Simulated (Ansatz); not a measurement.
## PbF₂: consecutive steps of a trajectory

Theory: Ansatz 0.2.0, DFT PBE+D3(BJ), scalar-relativistic, plane waves, PAW. Settings: plane waves to 420 eV, k-mesh 2×2×2 (shifted by 0.5, 0.5, 0.5 steps), Fermi–Dirac smearing 0.22 eV. The mesh is coarse. Spin–orbit coupling is left out, which can shift energies with elements as heavy as these. No spin polarisation.

18 atoms, starting at 1.10 times the perfect crystal's volume (space group Fm-3m, the cell as given, not relaxed at this level); Nosé–Hoover thermostat at 2600 K, fixed cell; 117 steps of 1 fs. The run is short and not equilibrated.

Positions in Å, velocities in 0.01 Å/fs, forces in eV/Å; dE is the potential energy from the first frame shown.

```xyz
18
Lattice="3.0657 -3.0657 6.1314 6.1314 3.0657 3.0657 -3.0657 3.0657 6.1314" Properties=species:S:1:pos:R:3:v100:R:3:forces:R:3 pbc="T T T" time_fs=78.00 dE_eV=0.0000 T_K=1368
Pb    0.5183   -0.1382    0.0419    0.5063   -0.2264   -0.0143   -1.2117   -0.2939    0.7746
Pb    3.0339    0.4420    2.9223    0.1766    0.4613   -0.2248    0.5060   -1.7179    0.9717
Pb    6.0708   -0.2280    6.0510    0.0580   -0.2643   -0.0926    0.6866    0.6615   -0.2966
Pb    0.0279   -0.0840    5.8820    0.1740   -0.3327   -0.1445    0.5456   -0.7625    1.5959
Pb    2.9807    3.1019    6.2362   -0.1724    0.1105    0.0858   -0.2962   -0.1441   -0.1414
Pb    2.7561   -0.1226    9.3449   -0.2789    0.0339    0.1797    1.2200    1.7759   -0.6058
F     4.7250   -1.3658    7.6565   -0.5681    1.0855    0.7517   -0.9199   -0.0733   -0.4667
F     4.6824    1.6922    3.8563    0.8290   -0.4067    0.4447    0.8181    0.2325    0.5937
F     6.9909    1.0151    8.4717    0.7943    0.2840    0.6034    0.9068   -0.4855   -0.5678
F     2.0063    2.1655    8.3028   -0.3009    0.8767   -0.5139   -0.0371   -0.9427   -0.3571
F     4.7248    4.4264    7.8454   -0.6730    0.7274    0.2696   -0.6310    0.7108   -0.4047
F     4.3333    1.4943   10.9268   -1.0015    0.6937   -0.4862    0.1256   -0.0118    0.0937
F     0.8829   -0.8951    8.3403   -0.5800    0.9795    0.5260   -0.3162   -0.1956   -0.2761
F     2.0134    1.9316    4.3208   -1.4861    0.7438    1.3436   -0.8230    0.2322    0.8981
F     4.4955    1.7825    8.2710   -1.7082   -0.1245   -0.3220   -0.0929   -0.1879   -0.7643
F     4.6642    4.6786   10.9300    0.0495   -0.8627   -0.0516   -0.3552    0.0732   -0.5053
F     1.1464    4.1435    7.3022   -0.2668   -0.9917    0.0061    0.1528    1.2685   -1.0259
F     1.6111    1.4238   10.7654   -0.1442   -0.6316   -0.2735   -0.2783   -0.1394    0.4840
18
Lattice="3.0657 -3.0657 6.1314 6.1314 3.0657 3.0657 -3.0657 3.0657 6.1314" Properties=species:S:1:pos:R:3:v100:R:3:forces:R:3 pbc="T T T" time_fs=79.00 dE_eV=-0.0071 T_K=1380
Pb    0.5233   -0.1405    0.0417    0.5022   -0.2284   -0.0106   -1.2327   -0.2734    0.8173
Pb    3.0357    0.4465    2.9201    0.1794    0.4548   -0.2208    0.4409   -1.6773    1.0609
Pb    6.0714   -0.2307    6.0500    0.0613   -0.2619   -0.0943    0.6492    0.6963   -0.3033
Pb    0.0296   -0.0873    5.8806    0.1768   -0.3373   -0.1376    0.4154   -0.7582    1.5583
Pb    2.9789    3.1030    6.2370   -0.1742    0.1102    0.0854   -0.2591   -0.1666   -0.1306
Pb    2.7533   -0.1222    9.3467   -0.2740    0.0423    0.1774    1.2553    1.7610   -0.6306
F     4.7191   -1.3550    7.6639   -0.6157    1.0846    0.7303   -0.8824   -0.0982   -0.4684
F     4.6909    1.6882    3.8609    0.8719   -0.3966    0.4759    0.7646    0.2180    0.5760
F     6.9991    1.0178    8.4776    0.8424    0.2595    0.5764    0.8829   -0.5119   -0.5682
F     2.0033    2.1741    8.2976   -0.3044    0.8308   -0.5327   -0.0619   -0.9732   -0.3185
F     4.7179    4.4339    7.8480   -0.7062    0.7643    0.2503   -0.5890    0.6496   -0.3881
F     4.3233    1.5012   10.9219   -0.9974    0.6949   -0.4830    0.1604   -0.0280    0.0928
F     0.8770   -0.8854    8.3455   -0.5987    0.9726    0.5130   -0.3463   -0.1981   -0.3025
F     1.9983    1.9391    4.3345   -1.5311    0.7559    1.3920   -0.7589    0.1497    0.8376
F     4.4783    1.7812    8.2675   -1.7146   -0.1331   -0.3613    0.0553   -0.1374   -0.7384
F     4.6646    4.6699   10.9293    0.0322   -0.8611   -0.0770   -0.3321    0.0972   -0.4878
F     1.1437    4.1339    7.3020   -0.2605   -0.9283   -0.0479    0.1250    1.3482   -1.0972
F     1.6095    1.4174   10.7628   -0.1591   -0.6397   -0.2496   -0.2865   -0.0978    0.4907
18
Lattice="3.0657 -3.0657 6.1314 6.1314 3.0657 3.0657 -3.0657 3.0657 6.1314" Properties=species:S:1:pos:R:3:v100:R:3:forces:R:3 pbc="T T T" time_fs=80.00 dE_eV=-0.0109 T_K=1391
Pb    0.5283   -0.1428    0.0416    0.4981   -0.2304   -0.0068   -1.2564   -0.2494    0.8615
Pb    3.0375    0.4511    2.9179    0.1819    0.4486   -0.2164    0.3816   -1.6353    1.1427
Pb    6.0720   -0.2333    6.0491    0.0644   -0.2594   -0.0960    0.6097    0.7334   -0.3073
Pb    0.0314   -0.0907    5.8792    0.1790   -0.3419   -0.1308    0.2897   -0.7514    1.5215
Pb    2.9772    3.1041    6.2379   -0.1759    0.1097    0.0851   -0.2201   -0.1880   -0.1202
Pb    2.7506   -0.1218    9.3484   -0.2690    0.0506    0.1750    1.2886    1.7444   -0.6568
F     4.7127   -1.3441    7.6711   -0.6615    1.0824    0.7089   -0.8415   -0.1242   -0.4673
F     4.6999    1.6843    3.8658    0.9122   -0.3872    0.5062    0.7082    0.2007    0.5567
F     7.0077    1.0203    8.4832    0.8894    0.2337    0.5494    0.8593   -0.5353   -0.5673
F     2.0003    2.1821    8.2922   -0.3092    0.7832   -0.5496   -0.0889   -1.0027   -0.2782
F     4.7107    4.4417    7.8504   -0.7373    0.7981    0.2317   -0.5443    0.5837   -0.3730
F     4.3133    1.5082   10.9171   -0.9916    0.6953   -0.4800    0.1963   -0.0456    0.0869
F     0.8709   -0.8757    8.3505   -0.6190    0.9656    0.4986   -0.3746   -0.1999   -0.3286
F     1.9828    1.9467    4.3487   -1.5731    0.7639    1.4376   -0.6982    0.0693    0.7788
F     4.4612    1.7798    8.2637   -1.7137   -0.1394   -0.3994    0.1979   -0.0909   -0.7137
F     4.6649    4.6613   10.9284    0.0160   -0.8583   -0.1016   -0.3075    0.1206   -0.4689
F     1.1412    4.1249    7.3012   -0.2558   -0.8608   -0.1055    0.0945    1.4248   -1.1623
F     1.6079    1.4110   10.7604   -0.1744   -0.6456   -0.2253   -0.2945   -0.0543    0.4957
18
Lattice="3.0657 -3.0657 6.1314 6.1314 3.0657 3.0657 -3.0657 3.0657 6.1314" Properties=species:S:1:pos:R:3:v100:R:3:forces:R:3 pbc="T T T" time_fs=81.00 dE_eV=-0.0112 T_K=1400
Pb    0.5333   -0.1451    0.0416    0.4938   -0.2322   -0.0027   -1.2828   -0.2217    0.9074
Pb    3.0394    0.4555    2.9157    0.1841    0.4425   -0.2116    0.3287   -1.5920    1.2164
Pb    6.0727   -0.2358    6.0481    0.0674   -0.2568   -0.0978    0.5684    0.7728   -0.3088
Pb    0.0332   -0.0942    5.8780    0.1807   -0.3465   -0.1242    0.1698   -0.7427    1.4859
Pb    2.9754    3.1052    6.2388   -0.1774    0.1091    0.0848   -0.1794   -0.2081   -0.1102
Pb    2.7479   -0.1212    9.3502   -0.2638    0.0588    0.1724    1.3197    1.7261   -0.6846
F     4.7059   -1.3333    7.6781   -0.7054    1.0790    0.6875   -0.7976   -0.1512   -0.4635
F     4.7092    1.6804    3.8710    0.9497   -0.3788    0.5357    0.6492    0.1808    0.5361
F     7.0168    1.0225    8.4886    0.9354    0.2067    0.5224    0.8358   -0.5553   -0.5652
F     1.9971    2.1897    8.2866   -0.3154    0.7341   -0.5645   -0.1179   -1.0306   -0.2367
F     4.7032    4.4498    7.8527   -0.7662    0.8286    0.2139   -0.4974    0.5134   -0.3600
F     4.3035    1.5151   10.9123   -0.9839    0.6947   -0.4774    0.2333   -0.0647    0.0761
F     0.8646   -0.8660    8.3554   -0.6408    0.9585    0.4829   -0.4007   -0.2009   -0.3543
F     1.9669    1.9544    4.3633   -1.6123    0.7679    1.4805   -0.6410   -0.0088    0.7217
F     4.4441    1.7784    8.2596   -1.7058   -0.1434   -0.4364    0.3343   -0.0486   -0.6904
F     4.6649    4.6528   10.9273    0.0011   -0.8544   -0.1253   -0.2816    0.1434   -0.4486
F     1.1386    4.1167    7.2999   -0.2527   -0.7893   -0.1664    0.0613    1.4973   -1.2201
F     1.6061    1.4045   10.7583   -0.1901   -0.6493   -0.2008   -0.3022   -0.0091    0.4989
18
Lattice="3.0657 -3.0657 6.1314 6.1314 3.0657 3.0657 -3.0657 3.0657 6.1314" Properties=species:S:1:pos:R:3:v100:R:3:forces:R:3 pbc="T T T" time_fs=82.00 dE_eV=-0.0084 T_K=1408
Pb    0.5382   -0.1474    0.0416    0.4893   -0.2340    0.0017   -1.3120   -0.1902    0.9556
Pb    3.0412    0.4599    2.9136    0.1861    0.4367   -0.2064    0.2823   -1.5479    1.2816
Pb    6.0734   -0.2384    6.0471    0.0701   -0.2539   -0.0995    0.5252    0.8146   -0.3076
Pb    0.0350   -0.0976    5.8768    0.1818   -0.3511   -0.1178    0.0565   -0.7326    1.4518
Pb    2.9736    3.1063    6.2396   -0.1788    0.1085    0.0846   -0.1370   -0.2270   -0.1006
Pb    2.7453   -0.1206    9.3519   -0.2584    0.0670    0.1697    1.3483    1.7062   -0.7139
F     4.6986   -1.3225    7.6849   -0.7471    1.0741    0.6664   -0.7509   -0.1791   -0.4573
F     4.7189    1.6767    3.8765    0.9843   -0.3714    0.5641    0.5880    0.1586    0.5142
F     7.0264    1.0244    8.4937    0.9805    0.1788    0.4954    0.8125   -0.5718   -0.5619
F     1.9939    2.1968    8.2809   -0.3233    0.6834   -0.5773   -0.1489   -1.0564   -0.1944
F     4.6954    4.4583    7.8547   -0.7928    0.8556    0.1965   -0.4485    0.4389   -0.3498
F     4.2937    1.5221   10.9076   -0.9743    0.6932   -0.4755    0.2712   -0.0853    0.0603
F     0.8581   -0.8565    8.3602   -0.6639    0.9515    0.4658   -0.4245   -0.2012   -0.3793
F     1.9506    1.9621    4.3783   -1.6488    0.7681    1.5207   -0.5875   -0.0843    0.6666
F     4.4271    1.7770    8.2550   -1.6911   -0.1453   -0.4724    0.4639   -0.0105   -0.6683
F     4.6649    4.6442   10.9259   -0.0126   -0.8494   -0.1480   -0.2547    0.1655   -0.4272
F     1.1361    4.1092    7.2979   -0.2513   -0.7140   -0.2303    0.0257    1.5649   -1.2699
F     1.6041    1.3980   10.7564   -0.2063   -0.6508   -0.1760   -0.3095    0.0375    0.5003
18
Lattice="3.0657 -3.0657 6.1314 6.1314 3.0657 3.0657 -3.0657 3.0657 6.1314" Properties=species:S:1:pos:R:3:v100:R:3:forces:R:3 pbc="T T T" time_fs=83.00 dE_eV=-0.0025 T_K=1415
Pb    0.5431   -0.1498    0.0416    0.4848   -0.2356    0.0063   -1.3442   -0.1545    1.0062
Pb    3.0431    0.4643    2.9116    0.1880    0.4310   -0.2010    0.2428   -1.5030    1.3376
Pb    6.0741   -0.2409    6.0461    0.0727   -0.2509   -0.1013    0.4803    0.8587   -0.3038
Pb    0.0368   -0.1012    5.8756    0.1825   -0.3557   -0.1115   -0.0496   -0.7217    1.4191
Pb    2.9718    3.1074    6.2404   -0.1799    0.1077    0.0844   -0.0932   -0.2445   -0.0914
Pb    2.7428   -0.1199    9.3535   -0.2530    0.0752    0.1669    1.3741    1.6850   -0.7447
F     4.6909   -1.3118    7.6914   -0.7866    1.0679    0.6456   -0.7018   -0.2077   -0.4488
F     4.7289    1.6730    3.8823    1.0159   -0.3652    0.5916    0.5249    0.1344    0.4913
F     7.0365    1.0261    8.4985    1.0245    0.1499    0.4686    0.7892   -0.5845   -0.5574
F     1.9907    2.2034    8.2751   -0.3328    0.6314   -0.5880   -0.1821   -1.0794   -0.1519
F     4.6873    4.4669    7.8566   -0.8170    0.8788    0.1795   -0.3979    0.3605   -0.3431
F     4.2840    1.5290   10.9028   -0.9628    0.6906   -0.4746    0.3100   -0.1075    0.0396
F     0.8513   -0.8470    8.3648   -0.6882    0.9444    0.4475   -0.4456   -0.2009   -0.4032
F     1.9339    1.9698    4.3937   -1.6830    0.7645    1.5584   -0.5378   -0.1570    0.6135
F     4.4102    1.7755    8.2501   -1.6701   -0.1455   -0.5074    0.5863    0.0232   -0.6474
F     4.6647    4.6358   10.9244   -0.0249   -0.8433   -0.1696   -0.2269    0.1867   -0.4048
F     1.1336    4.1024    7.2952   -0.2518   -0.6352   -0.2967   -0.0120    1.6267   -1.3108
F     1.6019    1.3915   10.7547   -0.2229   -0.6498   -0.1512   -0.3163    0.0855    0.4999
18
Lattice="3.0657 -3.0657 6.1314 6.1314 3.0657 3.0657 -3.0657 3.0657 6.1314" Properties=species:S:1:pos:R:3:v100:R:3:forces:R:3 pbc="T T T" time_fs=84.00 dE_eV=0.0062 T_K=1421
Pb    0.5479   -0.1522    0.0417    0.4801   -0.2370    0.0111   -1.3792   -0.1146    1.0597
Pb    3.0450    0.4685    2.9096    0.1897    0.4256   -0.1953    0.2104   -1.4576    1.3842
Pb    6.0748   -0.2434    6.0451    0.0751   -0.2476   -0.1031    0.4336    0.9051   -0.2973
Pb    0.0387   -0.1048    5.8745    0.1826   -0.3602   -0.1053   -0.1477   -0.7106    1.3881
Pb    2.9700    3.1085    6.2413   -0.1808    0.1069    0.0843   -0.0483   -0.2607   -0.0826
Pb    2.7403   -0.1191    9.3552   -0.2473    0.0832    0.1639    1.3969    1.6624   -0.7769
F     4.6829   -1.3012    7.6978   -0.8236    1.0602    0.6252   -0.6508   -0.2368   -0.4384
F     4.7392    1.6694    3.8883    1.0444   -0.3602    0.6180    0.4603    0.1083    0.4673
F     7.0469    1.0274    8.5030    1.0675    0.1205    0.4420    0.7657   -0.5934   -0.5518
F     1.9873    2.2094    8.2691   -0.3441    0.5781   -0.5967   -0.2172   -1.0989   -0.1094
F     4.6790    4.4758    7.8583   -0.8386    0.8980    0.1628   -0.3458    0.2785   -0.3403
F     4.2744    1.5359   10.8981   -0.9493    0.6869   -0.4748    0.3494   -0.1312    0.0140
F     0.8443   -0.8376    8.3691   -0.7137    0.9374    0.4279   -0.4638   -0.2000   -0.4257
F     1.9169    1.9774    4.4094   -1.7149    0.7573    1.5935   -0.4920   -0.2268    0.5625
F     4.3937    1.7741    8.2449   -1.6430   -0.1441   -0.5416    0.7010    0.0527   -0.6279
F     4.6644    4.6274   10.9225   -0.0358   -0.8361   -0.1902   -0.1983    0.2071   -0.3815
F     1.1311    4.0965    7.2919   -0.2543   -0.5532   -0.3652   -0.0516    1.6819   -1.3420
F     1.5996    1.3850   10.7533   -0.2399   -0.6464   -0.1263   -0.3226    0.1345    0.4979
```

**Question.** What is the next frame?

**Answer.**
```xyz
18
Lattice="3.0657 -3.0657 6.1314 6.1314 3.0657 3.0657 -3.0657 3.0657 6.1314" Properties=species:S:1:pos:R:3:v100:R:3:forces:R:3 pbc="T T T" time_fs=85.00 dE_eV=0.0173 T_K=1425
Pb    0.5527   -0.1545    0.0419    0.4752   -0.2382    0.0162   -1.4171   -0.0702    1.1162
Pb    3.0469    0.4728    2.9077    0.1912    0.4203   -0.1895    0.1851   -1.4118    1.4212
Pb    6.0756   -0.2459    6.0441    0.0773   -0.2441   -0.1048    0.3855    0.9536   -0.2883
Pb    0.0405   -0.1084    5.8735    0.1823   -0.3647   -0.0993   -0.2374   -0.6999    1.3588
Pb    2.9682    3.1095    6.2421   -0.1816    0.1060    0.0842   -0.0024   -0.2754   -0.0742
Pb    2.7378   -0.1182    9.3568   -0.2416    0.0912    0.1608    1.4164    1.6389   -0.8103
F     4.6744   -1.2906    7.7039   -0.8582    1.0510    0.6053   -0.5981   -0.2664   -0.4261
F     4.7498    1.6658    3.8946    1.0697   -0.3567    0.6432    0.3945    0.0807    0.4426
F     7.0578    1.0285    8.5073    1.1095    0.0906    0.4156    0.7420   -0.5982   -0.5450
F     1.9838    2.2149    8.2631   -0.3572    0.5238   -0.6032   -0.2545   -1.1144   -0.0676
F     4.6705    4.4849    7.8599   -0.8577    0.9131    0.1460   -0.2927    0.1931   -0.3422
F     4.2650    1.5427   10.8933   -0.9337    0.6819   -0.4765    0.3892   -0.1563   -0.0163
F     0.8370   -0.8283    8.3733   -0.7401    0.9305    0.4072   -0.4788   -0.1988   -0.4466
F     1.8996    1.9849    4.4255   -1.7447    0.7467    1.6263   -0.4499   -0.2936    0.5135
F     4.3774    1.7726    8.2393   -1.6102   -0.1412   -0.5749    0.8080    0.0780   -0.6095
F     4.6640    4.6191   10.9205   -0.0452   -0.8279   -0.2096   -0.1691    0.2266   -0.3573
F     1.1285    4.0913    7.2879   -0.2588   -0.4683   -0.4352   -0.0925    1.7297   -1.3630
F     1.5971    1.3786   10.7522   -0.2573   -0.6405   -0.1015   -0.3282    0.1845    0.4942
```

Cost: 1 run of about 5.6 core-minutes (earlier runs that led there not counted), on AMD EPYC 9R45 (Zen 5) (shared hosts).